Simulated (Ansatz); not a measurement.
CaF₂, DFT, PBE, all-electron PAW with datasets made for the crystal, scalar-relativistic (Ansatz 0.2.0), run on 1 thread of Intel(R) Xeon(R) Platinum 8375C CPU @ 2.90GHz (Ice Lake) on a shared host.

The cell is COD entry 5000222, as deposited and not checked against the literature; nothing was relaxed. The listed cell was then made from it by scaling, straining or moving an atom.

Command: `ansatz run input.yaml --threads 1 --pin off --max-ram 4096MiB --backend cpu --events-out ev --progress --plain --runs-dir out`

```yaml
crystal:
  lattice:
    - [0.0, 2.676625, 2.73125]
    - [2.676625, 0.0, 2.73125]
    - [2.676625, 2.676625, 0.0]
  atoms:
    - { symbol: Ca, position: [0.0, 0.0, 0.0] }
    - { symbol: F, position: [0.25, 0.25, 0.25] }
    - { symbol: F, position: [0.75, 0.75, 0.75] }
kpoints:
  mp_grid: { grid: [8, 8, 8] }
scf:
  occupations: { method: fermi_dirac, width: 0.02 }
hamiltonian:
  xc: pbe
  pseudopotentials: { kind: all_electron, datasets: crystal }
output:
  forces: true
  stress: true
  eigenvalues: true
  efg: { contact_densities: true }
```

Problem. How large is the problem that the program sets up?

Solution. 59 irreducible k-points, 531 plane waves at Γ, 16 bands.

Problem. Estimate the wall time and the peak memory.

Solution. 8.8 s of wall time for 7 SCF iterations, with a peak of 0.47 GiB. Times on shared machines scatter by tens of per cent.

Problem. And the same cell and mesh by PAW (frozen-core files), asked for forces, stress, eigenvalues, efg, write_density, write_potential, elf, on the same hardware?

Solution. 3.4 s, peak memory 0.38 GiB.
